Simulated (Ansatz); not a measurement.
Al2Pt: levels along high-symmetry lines

```
CELL_PARAMETERS angstrom
0.00000 2.95500 2.95500
2.95500 0.00000 2.95500
2.95500 2.95500 0.00000
ATOMIC_POSITIONS crystal
Al 0.25000 0.25000 0.25000
Al 0.75000 0.75000 0.75000
Pt 0.00000 0.00000 0.00000
```

Atom numbers follow the list: Al1, Al2, Pt3.

The cell comes from COD entry 9009032, which wasn't checked; take it as a given geometry.

No spin–orbit coupling, which matters for the heavy atoms here.

These are results of Ansatz 0.2.0, DFT, LDA, all-electron LAPW, scalar-relativistic, not measurements.

Settings: a Γ-centred 12×12×12 k mesh, Fermi–Dirac smearing of 0.08 eV, basis error target 1 meV/atom, no spin polarisation.

Points in fractions of the reciprocal vectors of this cell: Γ (0, 0, 0), X (0.5, 0, 0.5), U (0.625, 0.25, 0.625), K (0.375, 0.375, 0.75), L (0.5, 0.5, 0.5), W (0.5, 0.25, 0.75). The path runs Γ–X–U–K–Γ–L–W–X. Energies are in eV from the Fermi level; (×n) counts levels within 4 meV of each other, which need not be degenerate by symmetry.

Q: List the levels at Γ between -14 and 6 eV.

A: -10.25, -5.08 (×3), -3.72 (×2), 2.79, 3.80 (×3), 5.39 (×3).

Q: List the levels at W between -14 and 6 eV.

A: -6.04 (×2), -5.43, -5.10, -3.82, -3.29, -2.81 (×2), -0.90, 5.16 (×2).

Q: List the levels at L between -14 and 6 eV.

A: -7.93, -6.12, -4.76 (×2), -3.76, -3.51 (×2), 1.00 (×2), 3.69, 5.14 (×2), 5.26.

Q: What is the band gap?

A: none: bands cross the Fermi level, a metal.
